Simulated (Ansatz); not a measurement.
Ga:

```
Ga
1.0
     2.77842    0.00000    0.00000
     0.00000    3.28161    0.00000
    -1.34343    0.00000    3.99027
Ga
2
Direct
  0.13460 0.75000 0.77017
  0.86540 0.25000 0.22983
```

This isn't the form of Ga at room conditions, which is orthorhombic.

| Property | Result |
| --- | --- |
| Program | Ansatz 0.2.0 |
| Task | single point |
| Functional | PBE |
| Potentials or basis | all-electron LAPW, scalar-relativistic |
| Cutoff | 251 eV (chosen from the basis error) |
| Basis error allowed | 0.001 eV/atom |
| k mesh | 10 × 8 × 7 |
| Occupations | fermi-dirac, width 0.05 eV |
| Spin | no spin polarisation |

On this cell: pressure 3.1 GPa; largest force 0.086 eV/Å; band gap on the k mesh none (metal or under the smearing width).

The same run follows on a disturbed copy (atoms moved at random, drawn with an rms of 0.05 Å):

```
CELL_PARAMETERS angstrom
2.77842 0.00000 0.00000
0.00000 3.28161 0.00000
-1.34343 0.00000 3.99027
ATOMIC_POSITIONS crystal
Ga 0.13136 0.74760 0.76723
Ga 0.85768 0.25727 0.22752
```

**Question.** What does the disturbed cell give?

**Answer.** The energy (extrapolated to zero smearing) moves by +0.5 meV/atom; pressure 3.1 GPa; largest force 0.098 eV/Å; band gap on the k mesh none (metal or under the smearing width).

Forces on the atoms (eV/Å):
```
Ga  -0.011  0.062 -0.075
Ga   0.011 -0.062  0.075
```

Stress tensor (GPa, compression positive):
```
 3.72  0.02 -0.36
 0.02  1.93  0.00
-0.36  0.00  3.62
```
